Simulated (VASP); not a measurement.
# As (R-3m) in VASP: further runs, part 2 of 2

VASP 6.6.1.

## (4) Equation of state, PBEsol, 20.09 Å³/atom (a relaxed cell with its volume scaled by 0.96)

The input, INCAR:

```
ALGO     = Normal         # electronic algorithm
EDIFF    = 1E-7           # SCF threshold, eV
ENCUT    = 520            # plane-wave cutoff, eV
GGA      = PS             # functional
ISIF     = 2              # what is computed and relaxed
ISMEAR   = -1             # smearing method
LASPH    = True           # aspherical terms in the spheres
LCHARG   = False          # write CHGCAR
LREAL    = False          # projectors in reciprocal space
LWAVE    = False          # write WAVECAR
NELM     = 80             # most SCF steps
PREC     = Accurate       # precision mode
SIGMA    = 0.05           # smearing width, eV
```

The input, KPOINTS:

```
k-points
0
Gamma
  8 8 8
```

The input, POSCAR:

```
As                                      
1.0
    1.8706523676      1.0800216480      3.3148507997
   -1.8706523676      1.0800216480      3.3148507997
   -0.0000000000     -2.1600432960      3.3148507997
  As            
     2
Direct
     0.2301527781778913    0.2301527781778913    0.2301527781778911
     0.7698472218221087    0.7698472218221087    0.7698472218221085
```

The run is started by

```console
cat potpaw_PBE.64/As/POTCAR > POTCAR
mpirun -np 1 vasp_std > vasp.out
```

Wall time 19 s (1 thread of Intel Xeon Platinum 8375C at 2.90GHz (Ice Lake), shared host); peak memory 0.17 GiB.

Results (log left out):

* Free energy: -10.2113 eV
* Pressure: 3.6 GPa
* Largest force: 0.250 eV/Å
* Band gap on the k mesh: none (metal or under the smearing width)

Caveat: the PAW data sets were made with another functional, which shifts forces and pressure a little.

## (5) Equation of state, PBEsol, 20.51 Å³/atom (a relaxed cell with its volume scaled by 0.98)

INCAR is that of step 4.

KPOINTS is that of step 4.

The input, POSCAR:

```
As                                      
1.0
    1.8835538261      1.0874703085      3.3377125621
   -1.8835538261      1.0874703085      3.3377125621
   -0.0000000000     -2.1749406171      3.3377125621
  As            
     2
Direct
     0.2301527781778913    0.2301527781778913    0.2301527781778911
     0.7698472218221087    0.7698472218221087    0.7698472218221085
```

The run is started by

```console
cat potpaw_PBE.64/As/POTCAR > POTCAR
mpirun -np 1 vasp_std > vasp.out
```

It took 20 s on 1 thread of Intel Xeon Platinum 8375C at 2.90GHz (Ice Lake), shared host; peak memory 0.17 GiB.

It converged, with:

| Item | Value |
| --- | --- |
| Free energy | -10.2252 eV |
| Pressure | 1.7 GPa |
| Largest force | 0.118 eV/Å |
| Band gap on the k mesh | none (metal or under the smearing width) |

Caveat: the PAW data sets were made with another functional, which shifts forces and pressure a little.

## (6) Equation of state, PBEsol, 20.93 Å³/atom

This run uses another cell than the first one: it holds 2 atoms, not 16.

INCAR is that of step 5.

KPOINTS is that of step 5.

The input, POSCAR:

```
As                                      
1.0
    1.8962809273      1.0948183038      3.3602653581
   -1.8962809273      1.0948183038      3.3602653581
   -0.0000000000     -2.1896366076      3.3602653581
  As            
     2
Direct
     0.2301527781778913    0.2301527781778913    0.2301527781778911
     0.7698472218221087    0.7698472218221087    0.7698472218221085
```

Potentials or basis: VASP PAW PBE potentials, release 64 (As).

The run is started by

```console
cat potpaw_PBE.64/As/POTCAR > POTCAR
mpirun -np 1 vasp_std > vasp.out
```

It took 20 s on 1 thread of Intel Xeon Platinum 8375C at 2.90GHz (Ice Lake), shared host; peak memory 0.17 GiB.

The run converged. Its results:

```
Free energy            : -10.2296 eV
Pressure               : 0.0 GPa
Band gap on the k mesh : none (metal or under the smearing width)
```

Caveat: the PAW data sets were made with another functional, which shifts forces and pressure a little.

## (7) Equation of state, PBEsol, 21.35 Å³/atom (a relaxed cell with its volume scaled by 1.02)

INCAR is that of step 6.

KPOINTS is that of step 6.

The input, POSCAR:

```
As                                      
1.0
    1.9088394451      1.1020689674      3.3825194197
   -1.9088394451      1.1020689674      3.3825194197
   -0.0000000000     -2.2041379349      3.3825194197
  As            
     2
Direct
     0.2301527781778913    0.2301527781778913    0.2301527781778911
     0.7698472218221087    0.7698472218221087    0.7698472218221085
```

The run is started by

```console
cat potpaw_PBE.64/As/POTCAR > POTCAR
mpirun -np 1 vasp_std > vasp.out
```

It took 20 s on 1 thread of Intel Xeon Platinum 8375C at 2.90GHz (Ice Lake), shared host; peak memory 0.17 GiB.

The run converged. Its results:

* Free energy: -10.2255 eV
* Pressure: -1.5 GPa
* Largest force: 0.114 eV/Å
* Band gap on the k mesh: none (metal or under the smearing width)

Caveat: the PAW data sets were made with another functional, which shifts forces and pressure a little.

## (8) Equation of state, PBEsol, 21.77 Å³/atom (a relaxed cell with its volume scaled by 1.04)

INCAR is that of step 7.

KPOINTS is that of step 7.

The input, POSCAR:

```
As                                      
1.0
    1.9212348537      1.1092254599      3.4044844469
   -1.9212348537      1.1092254599      3.4044844469
   -0.0000000000     -2.2184509199      3.4044844469
  As            
     2
Direct
     0.2301527781778913    0.2301527781778913    0.2301527781778911
     0.7698472218221087    0.7698472218221087    0.7698472218221085
```

The run is started by

```console
cat potpaw_PBE.64/As/POTCAR > POTCAR
mpirun -np 1 vasp_std > vasp.out
```

It took 20 s on 1 thread of Intel Xeon Platinum 8375C at 2.90GHz (Ice Lake), shared host; peak memory 0.17 GiB.

Results (log left out):

* Free energy: -10.2138 eV
* Pressure: -2.9 GPa
* Largest force: 0.216 eV/Å
* Band gap on the k mesh: none (metal or under the smearing width)

Caveat: the PAW data sets were made with another functional, which shifts forces and pressure a little.

## (9) Equation of state, PBEsol

Potentials or basis: VASP PAW PBE potentials, release 64 (As).

This step only gathers the single runs of the series.

Results:

- Equilibrium volume: 20.93 Å³/atom
- Bulk modulus at fixed shape and positions: 81 GPa
- Pressure derivative of the bulk modulus: 4.2 (rough: it moves with the points fitted)

Energy against volume, from the lowest point:
| volume (Å³/atom) | energy (meV/atom) |
| --- | --- |
| 20.091 | 9.15 |
| 20.510 | 2.21 |
| 20.929 | 0.00 |
| 21.347 | 2.05 |
| 21.766 | 7.94 |

Caveat: the cell was scaled at fixed shape and fractional positions, which overstates the stiffness of a crystal with free parameters, most of all of layers and chains; the PAW data sets were made with another functional, which shifts forces and pressure a little.

## (10) For comparison

An earlier run on the cell as given: functional PBE; potentials or basis VASP PAW PBE potentials, release 64 (As); cutoff 520 eV; k mesh 9 × 9 × 9; occupations fermi-dirac, width 0.05 eV; no spin polarisation.

* Pressure: 4.0 GPa
* Largest force: 0.489 eV/Å
* Band gap on the k mesh: none (metal or under the smearing width)
